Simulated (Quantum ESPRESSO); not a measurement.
**Na under changes of volume**

One of the cells (37.814 Å³/atom); the others are scaled copies at fixed shape and fractional positions:

```
Na
1.0
     3.76700    0.00000    0.00000
    -1.88350    3.26232    0.00000
     0.00000    0.00000    6.15400
Na
2
Cartesian
  1.8835 1.0874 4.6155
  0.0000 2.1749 1.5385
```

This isn't the form of Na at room conditions, which is bcc.

| Item | Value |
| --- | --- |
| Program | Quantum ESPRESSO 7.5 |
| Functional | PBEsol |
| Potentials or basis | GBRV 1.5 PBEsol |
| Cutoff | 612 eV |
| Density cutoff | 4898 eV |
| k mesh | 8 × 8 × 5 |
| Occupations | fermi-dirac, width 0.05 eV |
| Spin | no spin polarisation |

| volume (Å³/atom) | energy over the lowest point (meV/atom) | pressure (GPa) |
| --- | --- | --- |
| 35.545 | 0.55 | 0.2 |
| 36.301 | 0.00 | 0.0 |
| 37.057 | 0.23 | -0.2 |
| 37.814 | 1.17 | -0.3 |
| 38.570 | 2.75 | -0.4 |
| 39.326 | ? | ? |
| 40.083 | 7.62 | -0.7 |

Task: What does the run at 39.326 Å³/atom give?

Result: Energy over the lowest point 4.92 meV/atom; pressure -0.5 GPa.

Worked out: A Birch-Murnaghan fit of order 3 (a polynomial in V^(-2/3)) to the other rows has its minimum at 36.45 Å³/atom with B0 = V·E''(V) = 7.8 GPa and B' = 3.6 at fixed shape and positions, which overstates the stiffness. It gives 4.92 meV/atom at 39.326 Å³/atom, against the run's 4.92, and -dE/dV = -0.5 GPa, against -0.5.

Energies are extrapolated to zero smearing.
